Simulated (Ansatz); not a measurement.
# Te2Mo: the cost of one run

Program: Ansatz 0.2.0. Level of theory: DFT PBE, scalar-relativistic, plane waves, PAW. These are calculated values, not measurements.

### Step 1. The system as given

It takes space group P-3m1 (No. 164, trigonal). The conventional cell has a = 3.560 Å, b = 3.560 Å, c = 24.811 Å, α = 90.00°, β = 90.00°, γ = 120.00°. Te (site symmetry 3m) has 3 Mo at 2.73 Å in its first shell of neighbours. Te (site symmetry 3m) has 3 Mo at 2.72 Å in its first shell of neighbours. Mo (site symmetry 3m) is surrounded by 6 Te at 2.72 to 2.73 Å.

Coordinates:

```
CELL_PARAMETERS angstrom
10.68117 0.00000 0.00000
-5.34059 9.25017 0.00000
0.00000 0.00000 24.81126
ATOMIC_POSITIONS crystal
Te 0.11111 0.22222 0.07937
Te 0.11111 0.55556 0.07937
Te 0.11111 0.88889 0.07937
Te 0.44444 0.22222 0.07937
Te 0.44444 0.55556 0.07937
Te 0.44444 0.88889 0.07937
Te 0.77778 0.22222 0.07937
Te 0.77778 0.55556 0.07937
Te 0.77778 0.88889 0.07937
Te 0.22222 0.11111 0.77636
Te 0.22222 0.44444 0.77636
Te 0.22222 0.77778 0.77636
Te 0.55556 0.11111 0.77636
Te 0.55556 0.44444 0.77636
Te 0.55556 0.77778 0.77636
Te 0.88889 0.11111 0.77636
Te 0.88889 0.44444 0.77636
Te 0.88889 0.77778 0.77636
Te 0.22222 0.11111 0.92063
Te 0.22222 0.44444 0.92063
Te 0.22222 0.77778 0.92063
Te 0.55556 0.11111 0.92063
Te 0.55556 0.44444 0.92063
Te 0.55556 0.77778 0.92063
Te 0.88889 0.11111 0.92063
Te 0.88889 0.44444 0.92063
Te 0.88889 0.77778 0.92063
Te 0.11111 0.22222 0.22364
Te 0.11111 0.55556 0.22364
Te 0.11111 0.88889 0.22364
Te 0.44444 0.22222 0.22364
Te 0.44444 0.55556 0.22364
Te 0.44444 0.88889 0.22364
Te 0.77778 0.22222 0.22364
Te 0.77778 0.55556 0.22364
Te 0.77778 0.88889 0.22364
Mo 0.11111 0.22222 0.84846
Mo 0.11111 0.55556 0.84846
Mo 0.11111 0.88889 0.84846
Mo 0.44444 0.22222 0.84846
Mo 0.44444 0.55556 0.84846
Mo 0.44444 0.88889 0.84846
Mo 0.77778 0.22222 0.84846
Mo 0.77778 0.55556 0.84846
Mo 0.77778 0.88889 0.84846
Mo 0.22222 0.11111 0.15154
Mo 0.22222 0.44444 0.15154
Mo 0.22222 0.77778 0.15154
Mo 0.55556 0.11111 0.15154
Mo 0.55556 0.44444 0.15154
Mo 0.55556 0.77778 0.15154
Mo 0.88889 0.11111 0.15154
Mo 0.88889 0.44444 0.15154
Mo 0.88889 0.77778 0.15154
```

The runs take a perfect supercell of 54 atoms; the defect goes to fractional position (0.111, 0.222, 0.079).

### Step 2. The perfect supercell

Input file input.yaml:

```yaml
crystal:
  lattice:
    - [10.681175, 0.0, 0.0]
    - [-5.340588, 9.250169, 0.0]
    - [0.0, 0.0, 24.811262]
  atoms:
    - { symbol: Te, position: [0.111111, 0.222222, 0.079371] }
    - { symbol: Te, position: [0.111111, 0.555556, 0.079371] }
    - { symbol: Te, position: [0.111111, 0.888889, 0.079371] }
    - { symbol: Te, position: [0.444444, 0.222222, 0.079371] }
    - { symbol: Te, position: [0.444444, 0.555556, 0.079371] }
    - { symbol: Te, position: [0.444444, 0.888889, 0.079371] }
    - { symbol: Te, position: [0.777778, 0.222222, 0.079371] }
    - { symbol: Te, position: [0.777778, 0.555556, 0.079371] }
    - { symbol: Te, position: [0.777778, 0.888889, 0.079371] }
    - { symbol: Te, position: [0.222222, 0.111111, 0.776361] }
    - { symbol: Te, position: [0.222222, 0.444444, 0.776361] }
    - { symbol: Te, position: [0.222222, 0.777778, 0.776361] }
    - { symbol: Te, position: [0.555556, 0.111111, 0.776361] }
    - { symbol: Te, position: [0.555556, 0.444444, 0.776361] }
    - { symbol: Te, position: [0.555556, 0.777778, 0.776361] }
    - { symbol: Te, position: [0.888889, 0.111111, 0.776361] }
    - { symbol: Te, position: [0.888889, 0.444444, 0.776361] }
    - { symbol: Te, position: [0.888889, 0.777778, 0.776361] }
    - { symbol: Te, position: [0.222222, 0.111111, 0.920629] }
    - { symbol: Te, position: [0.222222, 0.444444, 0.920629] }
    - { symbol: Te, position: [0.222222, 0.777778, 0.920629] }
    - { symbol: Te, position: [0.555556, 0.111111, 0.920629] }
    - { symbol: Te, position: [0.555556, 0.444444, 0.920629] }
    - { symbol: Te, position: [0.555556, 0.777778, 0.920629] }
    - { symbol: Te, position: [0.888889, 0.111111, 0.920629] }
    - { symbol: Te, position: [0.888889, 0.444444, 0.920629] }
    - { symbol: Te, position: [0.888889, 0.777778, 0.920629] }
    - { symbol: Te, position: [0.111111, 0.222222, 0.223639] }
    - { symbol: Te, position: [0.111111, 0.555556, 0.223639] }
    - { symbol: Te, position: [0.111111, 0.888889, 0.223639] }
    - { symbol: Te, position: [0.444444, 0.222222, 0.223639] }
    - { symbol: Te, position: [0.444444, 0.555556, 0.223639] }
    - { symbol: Te, position: [0.444444, 0.888889, 0.223639] }
    - { symbol: Te, position: [0.777778, 0.222222, 0.223639] }
    - { symbol: Te, position: [0.777778, 0.555556, 0.223639] }
    - { symbol: Te, position: [0.777778, 0.888889, 0.223639] }
    - { symbol: Mo, position: [0.111111, 0.222222, 0.848459] }
    - { symbol: Mo, position: [0.111111, 0.555556, 0.848459] }
    - { symbol: Mo, position: [0.111111, 0.888889, 0.848459] }
    - { symbol: Mo, position: [0.444444, 0.222222, 0.848459] }
    - { symbol: Mo, position: [0.444444, 0.555556, 0.848459] }
    - { symbol: Mo, position: [0.444444, 0.888889, 0.848459] }
    - { symbol: Mo, position: [0.777778, 0.222222, 0.848459] }
    - { symbol: Mo, position: [0.777778, 0.555556, 0.848459] }
    - { symbol: Mo, position: [0.777778, 0.888889, 0.848459] }
    - { symbol: Mo, position: [0.222222, 0.111111, 0.151541] }
    - { symbol: Mo, position: [0.222222, 0.444444, 0.151541] }
    - { symbol: Mo, position: [0.222222, 0.777778, 0.151541] }
    - { symbol: Mo, position: [0.555556, 0.111111, 0.151541] }
    - { symbol: Mo, position: [0.555556, 0.444444, 0.151541] }
    - { symbol: Mo, position: [0.555556, 0.777778, 0.151541] }
    - { symbol: Mo, position: [0.888889, 0.111111, 0.151541] }
    - { symbol: Mo, position: [0.888889, 0.444444, 0.151541] }
    - { symbol: Mo, position: [0.888889, 0.777778, 0.151541] }
basis:
  ecutwfc: 420
  fft_grid_basis: typed
kpoints:
  mp_grid: { grid: [3, 3, 1] }
hamiltonian:
  xc: pbe
  pseudopotentials: { kind: paw }
scf:
  occupations: { method: gaussian, width: 0.05 }
output:
  forces: true
  stress: false
  eigenvalues: true
  bader: false
  write_density: true
  volumetric_format: npy
```

Launch:

```console
ansatz run input.yaml --threads 8 --pin off --max-ram 16384MiB --backend cpu --events-out ev --progress --plain --runs-dir out
```

What time and memory should one allow on 8 threads of Intel Xeon 6975P-C (Granite Rapids), shared host?

About 29 s, with a peak of 14 GiB.
